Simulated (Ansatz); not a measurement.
# Pt under changes of volume

One of the cells (15.080 Å³/atom); the others are scaled copies at fixed shape and fractional positions:

```
Pt
1.0
     0.00000    1.96090    1.96090
     1.96090    0.00000    1.96090
     1.96090    1.96090    0.00000
Pt
1
Cartesian
  0.0000 0.0000 0.0000
```

| Item | Value |
| --- | --- |
| Program | Ansatz 0.2.0 |
| Functional | RPBE |
| Potentials or basis | all-electron LAPW, relativistic spinors |
| Cutoff | 271 eV (chosen from the basis error) |
| Basis error allowed | 0.001 eV/atom |
| k mesh | 9 × 9 × 9 |
| Occupations | fermi-dirac, width 0.02 eV |
| Spin | spin-orbit coupling, no magnetisation |

```tsv
volume (Å³/atom)	energy over the lowest point (meV/atom)	pressure (GPa)
14.175	?	?
14.477	110.77	27.8
14.778	65.56	20.5
15.080	33.29	14.0
15.381	12.46	8.3
15.683	1.76	3.2
15.985	0.00	-1.2
```

Problem. What does the run at 14.175 Å³/atom give?

Solution. Energy over the lowest point 170.57 meV/atom; pressure 36.0 GPa.

Worked out: A Birch-Murnaghan fit of order 3 (a polynomial in V^(-2/3)) to the other rows has its minimum at 15.90 Å³/atom with B0 = V·E''(V) = 229 GPa and B' = 5.6. It gives 170.83 meV/atom at 14.175 Å³/atom, against the run's 170.57, and -dE/dV = 36.1 GPa, against 36.0.

Energies are extrapolated to zero smearing.

Caveats: the k mesh is thin for a metal, which can move the energy by tens of meV per atom.
